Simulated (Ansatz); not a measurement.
# Trial inputs on Rb

All trials start from this Ansatz input:

```yaml
crystal:
  lattice:
    - [2.5376398721, 1.4651070633, 12.68890181]
    - [-2.5376398721, 1.4651070633, 12.68890181]
    - [0.0, -2.9302141265, 12.68890181]
  atoms:
    - { symbol: Rb, position: [0.0, 0.0, 0.0] }
    - { symbol: Rb, position: [0.77762239, 0.77762239, 0.77762239] }
    - { symbol: Rb, position: [0.22237761, 0.22237761, 0.22237761] }
basis:
  ecutwfc: 420
kpoints:
  mp_grid: { grid: [3, 3, 3] }
hamiltonian:
  xc: pbe
scf:
  occupations: { method: gaussian, width: 0.1 }
output:
  forces: true
  stress: true
  eigenvalues: true
```

Command:

```bash
ansatz run input.yaml --threads 1 --pin off --max-ram 1331MiB --backend cpu --events-out ev --progress --plain --runs-dir out
```

The run converges in 7 SCF iterations on 6 irreducible k-points: pressure -0.13 GPa, largest force 0.003 eV/Å, no gap.

These settings were drawn at random to show what each does; none of the numbers is a converged property of the crystal. Each trial's input is given as a difference from the reference's; energies are extrapolated to zero smearing where there is one, and pressure is positive in compression.

Question: Trial 1:

```diff
 basis:
-  ecutwfc: 420
+  ecutwfc: 480
 scf:
+  n_extra_bands: 1
```

What happens?

Answer: The run converges in 6 SCF iterations on 6 irreducible k-points: energy 0.01 meV per atom below the reference, pressure -0.13 GPa, largest force 0.003 eV/Å, no gap.

Question: Trial 2:

```diff
-basis:
-  ecutwfc: 420
+basis: {}
 scf:
-  occupations: { method: gaussian, width: 0.1 }
+  occupations: { method: methfessel_paxton, width: 0.032 }
```

What happens?

Answer: The run converges in 7 SCF iterations on 6 irreducible k-points: energy 1.97 meV per atom above the reference, pressure -0.13 GPa, largest force 0.003 eV/Å, no gap.

Question: Trial 3 (volume scaled):

```diff
 crystal:
   lattice:
-    - [2.5376398721, 1.4651070633, 12.68890181]
-    - [-2.5376398721, 1.4651070633, 12.68890181]
-    - [0.0, -2.9302141265, 12.68890181]
+    - [2.4327003946, 1.4045202277, 12.164175374]
+    - [-2.4327003946, 1.4045202277, 12.164175374]
+    - [0.0, -2.8090404553, 12.164175374]
 basis:
-  ecutwfc: 420
+  ecutwfc: 230
 hamiltonian:
+  dispersion: none
 scf:
-  occupations: { method: gaussian, width: 0.1 }
+  occupations: { method: gaussian, width: "0.02 Ry" }
+  n_extra_bands: 12
+  convergence: { dr2_threshold: "1e-12 eV" }
```

What happens?

Answer: The run converges in 10 SCF iterations on 6 irreducible k-points: pressure 0.25 GPa (unreliable at so low a cutoff), largest force 0.004 eV/Å (unreliable too), no gap. It warns that the cutoff lies under the recommended one, 420 eV for these potentials.